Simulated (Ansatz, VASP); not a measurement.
## Ga8As3P5 (random alloy of the zinc-blende GaP-GaAs line, x = 0.375): VASP beside Ansatz

One calculation is typed for both programs; each brings its own data sets. How far apart do they land? Of the first pair: The structure shown is the start of the Ansatz relaxation below; VASP solves that cell, so the two are compared at the walk's first step.

Program: Ansatz 0.2.0. Level of theory: plane waves, with VASP 6.6.1 beside it; PBE. Results are calculated unless marked as measured.

## 1. Set-up

The cell holds 64 atoms: 32 Ga, 20 P and 12 As. Its edges and angles: a = 11.200 Å, b = 11.200 Å, c = 11.200 Å, α = 90.0°, β = 90.0°, γ = 90.0°. It derives from GaP (zinc-blende GaP-GaAs), repeated 2×2×2. Zinc-blende GaP-GaAs: 64 atoms, 12 of 32 P sites given to As at random, cell and internal coordinates interpolated linearly between the end members (Vegard's rule); (so at first; earlier steps may have moved the atoms), displaced by a Gaussian of 0.02 A. Lattice constants are starting values near those of PBE.

## 2. Ansatz: relaxation, PBE

Ansatz runs on its default PAW (the set named soft_2) files.

The two programs are compared at the cell with which this relaxation starts, whose forces are those of its first step.

Input file input.yaml:

```yaml
crystal:
  lattice:
    - [11.2, 0.0, 0.0]
    - [0.0, 11.2, 0.0]
    - [0.0, 0.0, 11.2]
  atoms:
    - { symbol: Ga, position: [0.99926, 0.9999, 0.99619] }
    - { symbol: P, position: [0.12793, 0.1218, 0.1235] }
    - { symbol: Ga, position: [0.0009, 0.24778, 0.24811] }
    - { symbol: As, position: [0.12338, 0.37598, 0.37909] }
    - { symbol: Ga, position: [0.25007, 0.998, 0.25096] }
    - { symbol: As, position: [0.37394, 0.12497, 0.3771] }
    - { symbol: Ga, position: [0.24866, 0.25002, 0.99843] }
    - { symbol: As, position: [0.37472, 0.37546, 0.12323] }
    - { symbol: Ga, position: [0.99939, 0.99958, 0.49886] }
    - { symbol: As, position: [0.12288, 0.12246, 0.62473] }
    - { symbol: Ga, position: [0.99952, 0.25398, 0.74565] }
    - { symbol: P, position: [0.1252, 0.37566, 0.87743] }
    - { symbol: Ga, position: [0.2509, 0.99849, 0.75] }
    - { symbol: As, position: [0.37597, 0.12444, 0.87638] }
    - { symbol: Ga, position: [0.24666, 0.25309, 0.50262] }
    - { symbol: P, position: [0.3744, 0.37609, 0.62509] }
    - { symbol: Ga, position: [0.99852, 0.50016, 0.00179] }
    - { symbol: P, position: [0.12432, 0.62433, 0.12487] }
    - { symbol: Ga, position: [0.00077, 0.75228, 0.24887] }
    - { symbol: P, position: [0.12591, 0.87539, 0.37168] }
    - { symbol: Ga, position: [0.24925, 0.49976, 0.24993] }
    - { symbol: P, position: [0.37558, 0.62136, 0.37508] }
    - { symbol: Ga, position: [0.24879, 0.74743, 0.00094] }
    - { symbol: As, position: [0.37631, 0.87383, 0.1265] }
    - { symbol: Ga, position: [0.99932, 0.50012, 0.49804] }
    - { symbol: P, position: [0.12783, 0.62025, 0.62484] }
    - { symbol: Ga, position: [0.00124, 0.74637, 0.74966] }
    - { symbol: P, position: [0.12486, 0.87647, 0.87723] }
    - { symbol: Ga, position: [0.24928, 0.49753, 0.75244] }
    - { symbol: As, position: [0.37717, 0.62417, 0.87563] }
    - { symbol: Ga, position: [0.25068, 0.75101, 0.50036] }
    - { symbol: As, position: [0.37751, 0.8719, 0.62686] }
    - { symbol: Ga, position: [0.50068, 0.99961, 0.0021] }
    - { symbol: P, position: [0.62081, 0.12707, 0.12569] }
    - { symbol: Ga, position: [0.49798, 0.25077, 0.24946] }
    - { symbol: P, position: [0.62962, 0.37828, 0.37579] }
    - { symbol: Ga, position: [0.74872, 0.99896, 0.24942] }
    - { symbol: As, position: [0.874, 0.12339, 0.37394] }
    - { symbol: Ga, position: [0.74951, 0.24908, 0.99875] }
    - { symbol: P, position: [0.87334, 0.37955, 0.12237] }
    - { symbol: Ga, position: [0.49818, 0.00077, 0.49942] }
    - { symbol: P, position: [0.62576, 0.12643, 0.62725] }
    - { symbol: Ga, position: [0.50134, 0.24823, 0.75198] }
    - { symbol: P, position: [0.62185, 0.3748, 0.87411] }
    - { symbol: Ga, position: [0.74811, 0.00106, 0.74967] }
    - { symbol: As, position: [0.87682, 0.12235, 0.87651] }
    - { symbol: Ga, position: [0.75089, 0.25023, 0.49747] }
    - { symbol: As, position: [0.87455, 0.37224, 0.62128] }
    - { symbol: Ga, position: [0.50586, 0.50173, 0.0032] }
    - { symbol: P, position: [0.62423, 0.62624, 0.12625] }
    - { symbol: Ga, position: [0.50107, 0.75001, 0.24959] }
    - { symbol: P, position: [0.6213, 0.87609, 0.37576] }
    - { symbol: Ga, position: [0.752, 0.49951, 0.25311] }
    - { symbol: P, position: [0.8742, 0.62276, 0.37668] }
    - { symbol: Ga, position: [0.74916, 0.74776, 0.00022] }
    - { symbol: P, position: [0.87635, 0.87543, 0.12589] }
    - { symbol: Ga, position: [0.50734, 0.50147, 0.50274] }
    - { symbol: As, position: [0.62145, 0.62565, 0.62638] }
    - { symbol: Ga, position: [0.49935, 0.74844, 0.75071] }
    - { symbol: P, position: [0.62444, 0.87394, 0.87705] }
    - { symbol: Ga, position: [0.75238, 0.50054, 0.74919] }
    - { symbol: P, position: [0.87592, 0.62648, 0.87613] }
    - { symbol: Ga, position: [0.7474, 0.7494, 0.50064] }
    - { symbol: P, position: [0.87611, 0.87672, 0.62635] }
kpoints:
  mp_grid: { grid: [1, 1, 1] }
hamiltonian:
  xc: pbe
scf:
  occupations: { method: fermi_dirac, width: 0.025 }
output:
  forces: true
relax:
  f_tol: 0.04
  max_steps: 150
  cell: {}
```

Run with:

```console
ansatz run input.yaml --threads 4 --pin off --max-ram 8192MiB --backend cpu --events-out ev --progress --plain --runs-dir out
```

Numbers of over 12 decimals in the logs are rounded to 6 here.

The log of the run:

```text
Engine: ansatz 0.2.0, x86_64-unknown-linux-gnu
Pseudopotentials: kind: paw
Pseudopotential: Ga, paw, valence charge 13, recommended cutoff 420 eV (normal), Ga.paw.azcp
Pseudopotential: P, paw, valence charge 5, recommended cutoff 420 eV (normal), P.paw.azcp
Pseudopotential: As, paw, valence charge 15, recommended cutoff 420 eV (normal), As.paw.azcp
Functional definition: PBE
  parameter kappa = 0.804
  parameter beta = 0.066725
  exchange = pbe_x(kappa = kappa, mu = beta*pi^2/3)
  correlation = pbe_c(beta = beta)
Crystal: 64 atoms, lattice volume = 1404.928 Å³
Basis set: ecut = 420 eV, 27609 PW (Γ), exchange–correlation on 150×150×150 points (8 copies of the dense FFT grid, shifted against one another)
Bands: 418, of which v1, the nominal top of the filled ones, is band 348 counted from 1 (347 counted from 0)
Symmetry: 1 space group operations
Space group: P1 (ITA 1), of the structure as read, at distance tolerance 1.1e-4 Å
k-points: 1
Non-local potential: Ga, projectors of the file, l = 0: 2, l = 1: 2, l = 2: 3, l = 3: 1
Non-local potential: P, projectors of the file, l = 0: 2, l = 1: 2, l = 2: 2
Non-local potential: As, projectors of the file, l = 0: 2, l = 1: 2, l = 2: 3, l = 3: 1
PAW form: soft (Blöchl's): semilocal exchange-correlation on the pseudo side does not see the compensation charge
PAW one-centre angular grid: Ga, 590 points (default); XC on 64 Gauss nodes
PAW one-centre angular grid: P, 110 points (default); XC on 64 Gauss nodes
PAW one-centre angular grid: As, 590 points (default); XC on 64 Gauss nodes
Initial density: superposition of atomic densities (neutral atoms: chi_scale 0, normalization atom), corrected by the library's trained network
Initial wavefunctions: pseudopotential atomic-orbital guess
Functional: x = pbe(κ = 0.804, μ = 0.219515), c = pbe(β = 0.066725)
SCF iter   1: F=—  HF=-194462.668465 eV  |F-HF|=—  |Δ(HF+E_count)|=         —  Δρ=1.80e-3  dr2=3.37e-2  ethr=1.77e-3  ⟨swp⟩=8.0  Hψ=1824  notcnv=0  defer=8
preconditioner: auto → Resta (q_TF=auto, 2.427 Å⁻¹)  ε∞=3.9  [insulator: Δε(μ)=0.973 eV  Ē_g=13.976 eV  σ=0.025 eV  W_gap=1.00  n_scr=340 (ndim 8)  ℏωp=23.8 eV  f_vac=0.042  D(μ)=0.00/eV (n_scr^D=0)  ε∞_Penn≈3.9]
SCF iter   2: F=—  HF=-194462.614636 eV  |F-HF|=—  |Δ(HF+E_count)|=   5.38e-2  Δρ=7.12e-4  dr2=7.94e-3  ethr=4.84e-6  ⟨swp⟩=3.0  Hψ=890  notcnv=0  defer=57
SCF iter   3: F=—  HF=-194462.615296 eV  |F-HF|=—  |Δ(HF+E_count)|=   6.60e-4  Δρ=4.83e-4  dr2=1.73e-3  ethr=1.14e-6  ⟨swp⟩=2.0  Hψ=701  notcnv=0  defer=57
SCF iter   4: F=—  HF=-194462.613982 eV  |F-HF|=—  |Δ(HF+E_count)|=   1.31e-3  Δρ=1.51e-4  dr2=2.46e-4  ethr=2.49e-7  ⟨swp⟩=2.0  Hψ=641  notcnv=0  defer=57
SCF iter   5: F=—  HF=-194462.614030 eV  |F-HF|=—  |Δ(HF+E_count)|=   4.81e-5  Δρ=4.00e-5  dr2=2.15e-5  ethr=3.54e-8  ⟨swp⟩=2.0  Hψ=701  notcnv=0  defer=57
SCF iter   6: F=—  HF=-194462.613294 eV  |F-HF|=—  |Δ(HF+E_count)|=   7.36e-4  Δρ=2.60e-5  dr2=6.51e-6  ethr=3.09e-9  ⟨swp⟩=3.0  Hψ=704  notcnv=0  defer=57
SCF iter   7: F=—  HF=-194462.613295 eV  |F-HF|=—  |Δ(HF+E_count)|=   1.23e-6  Δρ=8.69e-6  dr2=8.38e-7  ethr=9.36e-10  ⟨swp⟩=2.0  Hψ=641  notcnv=0  defer=57
SCF iter   8: F=—  HF=-194462.613296 eV  |F-HF|=—  |Δ(HF+E_count)|=   1.04e-6  Δρ=2.16e-6  dr2=1.39e-7  ethr=1.20e-10  ⟨swp⟩=2.0  Hψ=702  notcnv=0  defer=57
SCF iter   9: F=-194462.613296 eV  HF=-194462.613296 eV  |F-HF|=8.29e-9  |Δ(HF+E_count)|=   1.75e-9  Δρ=8.69e-7  dr2=9.66e-9  ethr=1.44e-11  ⟨swp⟩=4.0  Hψ=1406  notcnv=0
SCF 1 converged in 9 iterations: F = -194462.613296 eV  dr2 = 9.66e-9
  greatest PAW one-centre occupation: 0.999 electrons in one spin orbital (limit 2), on the As atom at site 57 (counted from 0), in its partial waves of l = 2
relax step   1: F+E_penalty+E_count = -194462.61329641 eV  Δ(F+E_penalty+E_count) = +0.000e0 eV  max|allowed force component| = 1.184e0 eV/Å  Δτ_max = 0.0000 Å  P = +0.249 GPa  Ω = 1404.928 Å³  (9 SCF iters, dr2 threshold 1.00e-7 eV, accepted)
Crystal: 64 atoms, lattice volume = 1406.093 Å³
Basis set: ecut = 420 eV, 27587 PW (Γ), exchange–correlation on 150×150×150 points (8 copies of the dense FFT grid, shifted against one another)
Initial density: handed on by an earlier stage of this run
Initial wavefunctions: those handed on with the density
iter 1 solved again at ethr=4.86e-5 eV; its pass at ethr=3.10e-3 eV (dr2=3.38e-1 eV) is discarded
SCF iter   1: F=—  HF=-194463.677887 eV  |F-HF|=—  |Δ(HF+E_count)|=         —  Δρ=7.42e-3  dr2=3.41e-1  ethr=4.86e-5  ⟨swp⟩=5.0  Hψ=1847  notcnv=0  defer=12
preconditioner: auto → Resta (q_TF=auto, 2.427 Å⁻¹)  ε∞=3.9  [insulator: Δε(μ)=0.959 eV  Ē_g=13.982 eV  σ=0.025 eV  W_gap=1.00  n_scr=340 (ndim 8)  ℏωp=23.8 eV  f_vac=0.042  D(μ)=0.00/eV (n_scr^D=0)  ε∞_Penn≈3.9]
SCF iter   2: F=—  HF=-194463.633403 eV  |F-HF|=—  |Δ(HF+E_count)|=   4.45e-2  Δρ=3.75e-3  dr2=8.49e-2  ethr=4.86e-5  ⟨swp⟩=9.0  Hψ=638  notcnv=0
[...]
atom  12  P      0.00817507    -0.00568341    -0.00248313
  atom  13  Ga    -0.00107370     0.00241884    -0.00498314
  atom  14  As     0.00481571    -0.00466241     0.00370213
  atom  15  Ga     0.01092509    -0.00321041     0.00232907
  atom  16  P      0.00524914     0.00932764    -0.00276152
  atom  17  Ga    -0.00680424     0.00899804     0.00306633
  atom  18  P      0.01511817     0.00828809    -0.00142059
  atom  19  Ga    -0.00461370    -0.01032835     0.00084971
  atom  20  P      0.00752169     0.00367115     0.00076467
  atom  21  Ga    -0.00494690    -0.00493661     0.00798674
  atom  22  P      0.00286647     0.00059907     0.00159737
  atom  23  Ga    -0.01649014    -0.00792461    -0.00413151
  atom  24  As     0.01072406     0.00170270    -0.00163568
  atom  25  Ga    -0.00417596     0.00606598    -0.00388910
  atom  26  P      0.00430374    -0.00009844    -0.00640230
  atom  27  Ga     0.00192294     0.00163668     0.00597599
  atom  28  P      0.00285873    -0.00257463    -0.00157206
  atom  29  Ga     0.00299670     0.00198263     0.00849889
  atom  30  As    -0.00127209     0.00932284     0.00135547
  atom  31  Ga    -0.00722303    -0.00195310    -0.00187427
  atom  32  As     0.00249758    -0.00571378     0.01066252
  atom  33  Ga     0.01560849     0.00490440     0.00663106
  atom  34  P     -0.00352820    -0.00857466    -0.00456568
  atom  35  Ga     0.00106788    -0.00295126     0.00486693
[...]
atom  57  Ga    -0.00092069    -0.00269200    -0.00011467
  atom  58  As     0.00104826     0.00023249    -0.00493998
  atom  59  Ga     0.00052202     0.00348574    -0.01089261
  atom  60  P     -0.01023682     0.00421257     0.00105328
  atom  61  Ga     0.00261294    -0.00239517     0.00236358
  atom  62  P     -0.00810541    -0.00398625    -0.00433632
  atom  63  Ga    -0.00096131    -0.00186936     0.00239748
  atom  64  P     -0.00223579     0.00323825    -0.00283719
  max |Σ_I F_I| component: 9.87e-7 eV/Å
--- Stress (GPa, compression-positive) ---
       -0.016894       0.025812      -0.006935
        0.025812      -0.008051      -0.000933
       -0.006935      -0.000933      -0.015956
  P = ⅓ Tr σ = -0.0136 GPa (-0.136 kbar)
--- Relaxed structure (3 steps of the walk, 3 accepted, 1 SCFs on fresh bases) ---
  F+E_penalty+E_count = -194463.69259683 eV   max|allowed force component| = 2.000e-2 eV/Å   (the final SCF, on the basis selected at the relaxed cell)
  cell:  # Å, volume = 1405.3712 Å³
    - [11.203205, -0.00193865, 0.00107345]
    - [-0.00193865, 11.199731, 0.000417008]
    - [0.00107345, 0.000417008, 11.200598]
  atoms:
    - { symbol: Ga, position: [1.000838, 0.995482, 1.003495] }
    - { symbol: P, position: [0.122824, 0.123646, 0.124315] }
    - { symbol: Ga, position: [-0.00129413, 0.250243, 0.244120] }
    - { symbol: As, position: [0.124804, 0.377778, 0.374153] }
    - { symbol: Ga, position: [0.243979, 0.999902, 0.251212] }
    - { symbol: As, position: [0.376901, 0.124752, 0.375218] }
    - { symbol: Ga, position: [0.244490, 0.250183, 1.000491] }
    - { symbol: As, position: [0.375917, 0.375851, 0.125178] }
    - { symbol: Ga, position: [0.999337, 0.993323, 0.500131] }
    - { symbol: As, position: [0.124757, 0.123609, 0.626351] }
    - { symbol: Ga, position: [1.001540, 0.252704, 0.753947] }
    - { symbol: P, position: [0.123775, 0.377080, 0.876416] }
    - { symbol: Ga, position: [0.247158, 0.995220, 0.754450] }
    - { symbol: As, position: [0.376058, 0.125765, 0.875266] }
    - { symbol: Ga, position: [0.253469, 0.252804, 0.503220] }
    - { symbol: P, position: [0.376186, 0.376042, 0.625371] }
    - { symbol: Ga, position: [0.999171, 0.500811, 0.000770394] }
    - { symbol: P, position: [0.121580, 0.625734, 0.125307] }
    - { symbol: Ga, position: [-0.00174191, 0.749352, 0.249271] }
    - { symbol: P, position: [0.122760, 0.871544, 0.374161] }
    - { symbol: Ga, position: [0.250409, 0.507414, 0.248643] }
    - { symbol: P, position: [0.375183, 0.624908, 0.374906] }
    - { symbol: Ga, position: [0.243445, 0.748729, 0.000662077] }
    - { symbol: As, position: [0.375052, 0.873624, 0.126290] }
    - { symbol: Ga, position: [0.998364, 0.507128, 0.499746] }
    - { symbol: P, position: [0.123844, 0.625844, 0.625262] }
    - { symbol: Ga, position: [-0.00122915, 0.748979, 0.750671] }
    - { symbol: P, position: [0.121607, 0.872309, 0.876596] }
    - { symbol: Ga, position: [0.247199, 0.497318, 0.746939] }
    - { symbol: As, position: [0.374070, 0.623788, 0.875596] }
    - { symbol: Ga, position: [0.247665, 0.746374, 0.496983] }
    - { symbol: As, position: [0.375047, 0.873603, 0.624174] }
    - { symbol: Ga, position: [0.506266, 1.000259, 0.00056711] }
    - { symbol: P, position: [0.627255, 0.124662, 0.125195] }
    - { symbol: Ga, position: [0.506108, 0.249420, 0.249266] }
    - { symbol: P, position: [0.625228, 0.375930, 0.373979] }
    - { symbol: Ga, position: [0.747720, 0.995431, 0.245587] }
    - { symbol: As, position: [0.873182, 0.122701, 0.373281] }
    - { symbol: Ga, position: [0.747673, 0.252663, 1.003526] }
    - { symbol: P, position: [0.873994, 0.376986, 0.124452] }
    - { symbol: Ga, position: [0.506197, -0.00121795, 0.499587] }
    - { symbol: P, position: [0.625409, 0.124717, 0.625078] }
    - { symbol: Ga, position: [0.503460, 0.253437, 0.747526] }
    - { symbol: P, position: [0.626297, 0.375109, 0.876509] }
    - { symbol: Ga, position: [0.748658, -0.00279229, 0.746962] }
    - { symbol: As, position: [0.873886, 0.123760, 0.877384] }
    - { symbol: Ga, position: [0.745005, 0.250260, 0.499905] }
    - { symbol: As, position: [0.873974, 0.377004, 0.626056] }
    - { symbol: Ga, position: [0.506290, 0.500539, 0.00069911] }
    - { symbol: P, position: [0.628513, 0.624792, 0.126379] }
    - { symbol: Ga, position: [0.503505, 0.746035, 0.253586] }
    - { symbol: P, position: [0.627328, 0.873499, 0.373988] }
    - { symbol: Ga, position: [0.751588, 0.500306, 0.251187] }
    - { symbol: P, position: [0.874912, 0.626690, 0.373286] }
    - { symbol: Ga, position: [0.751648, 0.749505, 0.000758368] }
    - { symbol: P, position: [0.874800, 0.872430, 0.125169] }
    - { symbol: Ga, position: [0.496838, 0.497588, 0.496868] }
    - { symbol: As, position: [0.626110, 0.624824, 0.624369] }
    - { symbol: Ga, position: [0.502980, 0.752561, 0.753780] }
    - { symbol: P, position: [0.628437, 0.874770, 0.876345] }
    - { symbol: Ga, position: [0.750673, 0.501074, 0.757408] }
    - { symbol: P, position: [0.875990, 0.625816, 0.877437] }
    - { symbol: Ga, position: [0.753784, 0.751956, 0.496531] }
    - { symbol: P, position: [0.874973, 0.872492, 0.625225] }
```

Reading the cycles: dr2 is the Hartree energy of the density residual (eV), the measure of convergence; HF is the Harris–Foulkes estimate of the energy, which meets the free energy F at convergence.

[end of part 1 of 2]

[Lines on the potential files, build, host, timing and source positions are cut from VASP's logs without a mark.]

[Logs are printed without paths, hosts, clocks, repeated set-up lines and the standing remarks that a program may print on its own settings, such as how far it seeks lower states.]

[Hosts, paths, dates, database ids (printed as entryN), source tags and the programs' standing remarks are cut or masked in the printed files.]
